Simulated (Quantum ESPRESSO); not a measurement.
The system is P.

```xyz
2
Lattice="1.7257 0.9963 3.1297 -1.7257 0.9963 3.1297 0.0000 -1.9927 3.1297" Properties=species:S:1:pos:R:3 pbc="T T T"
P     0.0000    0.0000    7.2570
P     0.0000    0.0000    2.1321
```

This isn't the form of P at room conditions, which is orthorhombic.

- Program: Quantum ESPRESSO 7.5
- Task: single point
- Functional: PBEsol
- Potentials or basis: GBRV 1.5 PBEsol
- Cutoff: 612 eV
- Density cutoff: 4898 eV
- k mesh: 9 × 9 × 9
- Occupations: fermi-dirac, width 0.05 eV
- Spin: no spin polarisation

On this cell: pressure -1.8 GPa; largest force 0.267 eV/Å; band gap on the k mesh none (metal or under the smearing width).

The same run follows on a disturbed copy (atoms moved at random, drawn with an rms of 0.05 Å):

```
P
1.0
     1.72573    0.99635    3.12968
    -1.72573    0.99635    3.12968
     0.00000   -1.99270    3.12968
P
2
Direct
  0.76363 0.77121 0.76339
  0.22196 0.22899 0.22684
```

Problem. What changes?

Solution. The energy (extrapolated to zero smearing) moves by -1.4 meV/atom; pressure -3.4 GPa; largest force 0.167 eV/Å; band gap on the k mesh none (metal or under the smearing width).

Forces in eV/Å, atoms in the order of the input:
```
P    0.003 -0.042  0.162
P   -0.003  0.042 -0.162
```

Stress tensor (GPa, compression positive):
```
-2.58 -0.01 -0.01
-0.01 -2.69  0.16
-0.01  0.16 -5.03
```
